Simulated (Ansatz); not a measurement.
CuO:

```xyz
4
Lattice="3.4221 0.0000 0.0000 0.0000 3.4221 0.0000 0.0000 0.0000 4.2605" Properties=species:S:1:pos:R:3 pbc="T T T"
Cu    0.0000    1.7110    0.0000
Cu    1.7110    0.0000    2.1302
O     0.0000    0.0000    1.0651
O     0.0000    0.0000    3.1953
```

Measurements of this composition are mostly on another form, of space group No. 15.

- Program: Ansatz 0.2.0
- Task: relaxation of cell and atoms
- Functional: LDA
- Potentials or basis: Ansatz PAW
- Cutoff: 420 eV (not typed: the program's choice for these potentials)
- k mesh: 8 × 8 × 6
- Occupations: fermi-dirac, width 0.05 eV
- Spin: no spin polarisation
- Hubbard terms: Cu d U = 5.3 eV

At the start: volume 12.47 Å³/atom.

How do energy, volume and symmetry change on relaxing?

It ends after 13 steps and the volume is 10.42 Å³/atom (-16.5 %); space group P4_2/mmc (No. 131, to 0.05 Å).

Step by step:
```csv
step,energy change (eV),largest force (eV/Å),volume (Å³)
1,0.0000,0.0000,49.89
2,-0.6115,0.0000,47.89
3,-1.0687,0.0000,43.79
4,-1.3044,0.0000,43.43
5,-1.4210,0.0000,41.13
6,-1.4220,0.0000,41.79
7,-1.4222,0.0000,41.75
8,-1.4798,0.0000,41.75
9,-1.4969,0.0000,41.66
10,-1.4982,0.0000,41.70
11,-1.4993,0.0000,41.70
12,-1.4996,0.0000,41.67
13,-1.4994,0.0000,41.67
```

Final structure:
```yaml
crystal:
  lattice:
    - [2.86429, 0.00000, 0.00000]
    - [0.00000, 2.86429, 0.00000]
    - [0.00000, 0.00000, 5.07877]
  atoms:
    - { symbol: Cu, position: [0.00000, 0.50000, 0.00000] }
    - { symbol: Cu, position: [0.50000, 0.00000, 0.50000] }
    - { symbol: O, position: [0.00000, 0.00000, 0.25000] }
    - { symbol: O, position: [0.00000, 0.00000, 0.75000] }
```

Caveat: the electronic state changed during the relaxation; the volume moved by over 15 % at a fixed basis, so the end points are rough; the plane-wave basis is chosen anew once the cell has moved, so the energies of steps on either side of that aren't comparable; the pressure holds a Pulay correction of +0.9 GPa for the finite cutoff; the run has no spin polarisation, though such a crystal can be magnetic; U without spin polarisation on a metal has little footing; the PAW data sets come from PBE, with cores solved anew for the run's functional, which leaves a small shift of forces and pressure.
